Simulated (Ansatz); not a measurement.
# TaN: an axial (c/a) deformation path

The task, for TaN: look for other minima along an axial (c/a) path.

Program: Ansatz 0.2.0. Level of theory: DFT PBEsol, scalar-relativistic, plane waves, PAW. These are calculated values, not measurements.

2 further runs of the same task are left out: 2 set aside as unsound or not needed. Runs told in other sessions of the task aren't counted.

### Step 1. The structure to begin with

Symmetry: P-6m2, No. 187, hexagonal system. Conventional cell: a = 2.924 Å, b = 2.924 Å, c = 2.871 Å, α = 90.00°, β = 90.00°, γ = 120.00°. Ta (site symmetry -6m2) is surrounded by 6 N at 2.22 Å. Around N (site symmetry -6m2) lie 6 Ta at 2.22 Å.

Structure file:

```xyz
2
Lattice="2.9240 0.0000 0.0000 -1.4620 2.5322 0.0000 0.0000 0.0000 2.8707" Properties=species:S:1:pos:R:3 pbc="T T T"
Ta    0.0000    1.6882    1.4354
N     0.0000    0.0000    0.0000
```

This cell was relaxed beforehand with the same method: volume 10.63 Å³/atom, gap on the mesh none (metal).

### Step 2. The undisturbed cell

input.yaml

```yaml
crystal:
  lattice:
    - [2.9239890447, 0.0, 0.0]
    - [-1.4619945224, 2.5322487931, 0.0]
    - [0.0, 0.0, 2.8707276427]
  atoms:
    - { symbol: Ta, position: [0.3333333333, 0.6666666667, 0.5] }
    - { symbol: "N", position: [0.0, 0.0, 0.0] }
basis:
  ecutwfc: 420
kpoints:
  mp_grid: { grid: [24, 24, 24] }
hamiltonian:
  xc: pbesol
scf:
  occupations: { method: gaussian, width: 0.15 }
output:
  forces: true
  stress: true
  eigenvalues: true
```

Command:

```console
ansatz run input.yaml --threads 1 --pin off --max-ram 2560MiB --backend cpu --events-out ev --progress --plain --runs-dir out
```

### Step 3. Setting up an axial (c/a) deformation path

At fixed volume and fractional coordinates, lengths along (0.000, 0.000, 1.000) are scaled against those across it; ρ is that ratio over its starting value.

### Step 4. ρ = 0.850

Edit input.yaml of step 2 so:

```diff
@@ -2,5 +2,5 @@
   lattice:
-    - [2.9239890447, 0.0, 0.0]
-    - [-1.4619945224, 2.5322487931, 0.0]
-    - [0.0, 0.0, 2.8707276427]
+    - [3.0867593042, 0.0, 0.0]
+    - [-1.5433796521, 2.6732119728, 0.0]
+    - [0.0, 0.0, 2.5759530411]
   atoms:
```

### Step 5. ρ = 1.200

Edit input.yaml of step 4 so:

```diff
@@ -2,5 +2,5 @@
   lattice:
-    - [3.0867593042, 0.0, 0.0]
-    - [-1.5433796521, 2.6732119728, 0.0]
-    - [0.0, 0.0, 2.5759530411]
+    - [2.7515790391, 0.0, 0.0]
+    - [-1.3757895196, 2.3829373484, 0.0]
+    - [0.0, 0.0, 3.2417497691]
   atoms:
```

### Step 6. ρ = 0.920

Edit input.yaml of step 5 so:

```diff
@@ -2,5 +2,5 @@
   lattice:
-    - [2.7515790391, 0.0, 0.0]
-    - [-1.3757895196, 2.3829373484, 0.0]
-    - [0.0, 0.0, 3.2417497691]
+    - [3.0063979411, 0.0, 0.0]
+    - [-1.5031989706, 2.6036169909, 0.0]
+    - [0.0, 0.0, 2.7155045998]
   atoms:
```

### Step 7. ρ = 1.100

Edit input.yaml of step 6 so:

```diff
@@ -2,5 +2,5 @@
   lattice:
-    - [3.0063979411, 0.0, 0.0]
-    - [-1.5031989706, 2.6036169909, 0.0]
-    - [0.0, 0.0, 2.7155045998]
+    - [2.8325538785, 0.0, 0.0]
+    - [-1.4162769393, 2.4530636163, 0.0]
+    - [0.0, 0.0, 3.0590537972]
   atoms:
```

### Step 8. Point ρ = 0.960

Edit input.yaml of step 7 so:

```diff
@@ -2,5 +2,5 @@
   lattice:
-    - [2.8325538785, 0.0, 0.0]
-    - [-1.4162769393, 2.4530636163, 0.0]
-    - [0.0, 0.0, 3.0590537972]
+    - [2.9640486671, 0.0, 0.0]
+    - [-1.4820243336, 2.5669414438, 0.0]
+    - [0.0, 0.0, 2.7936552635]
   atoms:
```

### Step 9. At ρ = 1.050

Edit input.yaml of step 8 so:

```diff
@@ -2,5 +2,5 @@
   lattice:
-    - [2.9640486671, 0.0, 0.0]
-    - [-1.4820243336, 2.5669414438, 0.0]
-    - [0.0, 0.0, 2.7936552635]
+    - [2.8768196827, 0.0, 0.0]
+    - [-1.4384098414, 2.4913989273, 0.0]
+    - [0.0, 0.0, 2.9656383601]
   atoms:
```

### Step 10. At ρ = 0.800

Edit input.yaml of step 9 so:

```diff
@@ -2,5 +2,5 @@
   lattice:
-    - [2.8768196827, 0.0, 0.0]
-    - [-1.4384098414, 2.4913989273, 0.0]
-    - [0.0, 0.0, 2.9656383601]
+    - [3.1497717156, 0.0, 0.0]
+    - [-1.5748858578, 2.7277823218, 0.0]
+    - [0.0, 0.0, 2.4739180876]
   atoms:
```

### Step 11. ρ = 1.300

Edit input.yaml of step 10 so:

```diff
@@ -2,5 +2,5 @@
   lattice:
-    - [3.1497717156, 0.0, 0.0]
-    - [-1.5748858578, 2.7277823218, 0.0]
-    - [0.0, 0.0, 2.4739180876]
+    - [2.6791351585, 0.0, 0.0]
+    - [-1.3395675793, 2.3201991074, 0.0]
+    - [0.0, 0.0, 3.4194340035]
   atoms:
```

(Steps that only read results are left out.)

Q: Predict the outcome of this session. Wanted: highest point.

As calculated:

| quantity | value |
| --- | --- |
| highest point | 967.6 meV/atom at ρ = 1.300 |

**Reading.** No sampled point lies below the undisturbed cell. No further minimum shows among the sampled points. Spin-orbit coupling is left out for Ta.
